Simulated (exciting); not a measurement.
Consider ZnO (zincite), space group P6_3mc.

```cif
data_structure
_symmetry_space_group_name_H-M 'P 1'
_symmetry_Int_Tables_number 1
_cell_length_a 3.2493
_cell_length_b 3.2493
_cell_length_c 5.2057
_cell_angle_alpha 90.000
_cell_angle_beta 90.000
_cell_angle_gamma 120.000
_cell_volume 47.60
loop_
_atom_site_label
_atom_site_type_symbol
_atom_site_fract_x
_atom_site_fract_y
_atom_site_fract_z
_atom_site_occupancy
Zn1 Zn 0.66667 0.33333 0.00000 1
Zn2 Zn 0.33333 0.66667 0.50000 1
O3 O 0.33333 0.66667 0.87901 1
O4 O 0.66667 0.33333 0.37901 1
```

Absorber: atom 3, with 4 Zn at 1.97 Å (tetrahedral, site symmetry 3m). Method: exciting, all-electron LAPW+lo, PBEsol, exchange and screened direct term (singlet BSE), 5×5×3 shifted k points, 19 conduction bands, |G+q| up to 3 bohr⁻¹, full RPA screening with nempty = 41, Lorentzian half width 0.45 eV.

Question: What does the O K spectrum look like, and is there a bound core exciton?

Bound core exciton? Undecided on this mesh: the first bright state (over 5 % of the brightest) lies at 0.26 eV from the Kohn–Sham onset and at -0.63 eV from the lowest bare transition of its own mesh. Maxima (height): 3.7 eV (0.91), 5.3 eV (1.00), 8.7 eV (0.40), 10.9 eV (0.31), 18.6 eV (0.19) and 21.2 eV (0.25).

Energy from the Kohn–Sham onset, core level to the lowest empty state found on the meshes used; Im ε in relative units:

| E (eV) | Im ε |
| --- | --- |
| -3.0 | 0.02 |
| -2.5 | 0.03 |
| -2.0 | 0.03 |
| -1.5 | 0.04 |
| -1.0 | 0.05 |
| -0.5 | 0.08 |
| 0.0 | 0.13 |
| 0.5 | 0.23 |
| 1.0 | 0.36 |
| 1.5 | 0.50 |
| 2.0 | 0.70 |
| 2.5 | 0.86 |
| 3.0 | 0.90 |
| 3.5 | 0.91 |
| 4.0 | 0.88 |
| 4.5 | 0.88 |
| 5.0 | 0.95 |
| 5.5 | 0.99 |
| 6.0 | 0.97 |
| 6.5 | 0.85 |
| 7.0 | 0.52 |
| 7.5 | 0.32 |
| 8.0 | 0.30 |
| 8.5 | 0.39 |
| 9.0 | 0.36 |
| 9.5 | 0.31 |
| 10.0 | 0.29 |
| 10.5 | 0.29 |
| 11.0 | 0.30 |
| 11.5 | 0.29 |
| 12.0 | 0.29 |
| 12.5 | 0.25 |
| 13.0 | 0.19 |
| 13.5 | 0.17 |
| 14.0 | 0.17 |
| 14.5 | 0.17 |
| 15.0 | 0.16 |
| 15.5 | 0.12 |
| 16.0 | 0.10 |
| 16.5 | 0.10 |
| 17.0 | 0.12 |
| 17.5 | 0.13 |
| 18.0 | 0.15 |
| 18.5 | 0.19 |
| 19.0 | 0.18 |
| 19.5 | 0.17 |
| 20.0 | 0.18 |
| 20.5 | 0.22 |
| 21.0 | 0.24 |
| 21.5 | 0.24 |

Binding energies aren't converged on 75 k points, and fine structure above the first lines is partly noise of the mesh. Exchange and the short-range direct term aren't converged in the kernel cutoff. The zero comes from the unshifted 5×5×3 ground-state mesh; it is exact only where the band minimum lies on that mesh. The structure is a published determination, not relaxed.

[Banner, clock and machine lines of the logs are left out without a mark of their own.]

[Logs are printed without paths, hosts, clocks, repeated set-up lines and the standing remarks that a program may print on its own settings, such as how far it seeks lower states.]

[Hosts, paths, dates, database ids (printed as entryN), source tags and the programs' standing remarks are cut or masked in the printed files.]
